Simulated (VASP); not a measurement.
RbBr in VASP 6.6.1, single-point calculation

INCAR

```
LASPH = .TRUE.
PREC = Accurate
IBRION = -1
EDIFF = 1E-7
LREAL = .FALSE.
GGA = PE
NBANDS = 15
ISIF = 2
NSW = 0
NELM = 81
SIGMA = 0.02
LWAVE = .FALSE.
ENCUT = 520
ICHARG = 12
LCHARG = .FALSE.
ISMEAR = -1
```

KPOINTS

```
KPOINTS created by Atomic Simulation Environment
0
Gamma
6 6 6
0 0 0
```

POSCAR

```
Rb Br
 1.0000000000000000
     0.0000000000000000    3.8694968646209045    3.8694968646209045
     3.8694968646209045    0.0000000000000000    3.8694968646209045
     3.8694968646209045    3.8694968646209045    0.0000000000000000
 Rb  Br
   1   1
Cartesian
 -0.0000000000000000  0.0000000000000000  0.0000000000000000
  1.9347484323104520  1.9347484323104520  1.9347484323104520
```

The recommended PBE PAW datasets give the neutral cell 16 valence electrons.

Command

```
mpirun -np 1 vasp_std
```

OSZICAR

```
N       E                     dE             d eps       ncg     rms          rms(c)
DAV:   1     0.920806066002E+02    0.92081E+02   -0.59156E+03   480   0.856E+02
DAV:   2     0.181245173204E+01   -0.90268E+02   -0.80916E+02   675   0.157E+02
DAV:   3    -0.607017037605E+01   -0.78826E+01   -0.78475E+01   634   0.495E+01
DAV:   4    -0.632199163856E+01   -0.25182E+00   -0.25177E+00   749   0.821E+00
DAV:   5    -0.632370299268E+01   -0.17114E-02   -0.17113E-02   641   0.714E-01
DAV:   6    -0.632374650096E+01   -0.43508E-04   -0.43508E-04   747   0.733E-02
DAV:   7    -0.632374672109E+01   -0.22013E-06   -0.22017E-06   656   0.772E-03
DAV:   8    -0.632374672461E+01   -0.35220E-08   -0.35124E-08   525   0.819E-04
   1 F= -.63237467E+01 E0= -.63237467E+01  d E =-.387793E-12
```

It converged. Results: gap between bands v and c on the k mesh 4.99 eV; least direct gap on the k mesh 5.07 eV; pressure 12.8 GPa. Band v is the last that the valence electrons fill when counted band by band, and c is the next.

Find the fault in these files.

Density file missing or never updated. On sound settings PBE gives a gap of 4.08 eV on its mesh and a pressure of 0.2 GPa for the intended cell. This run's energy (σ→0) differs from it by -198 meV an atom.
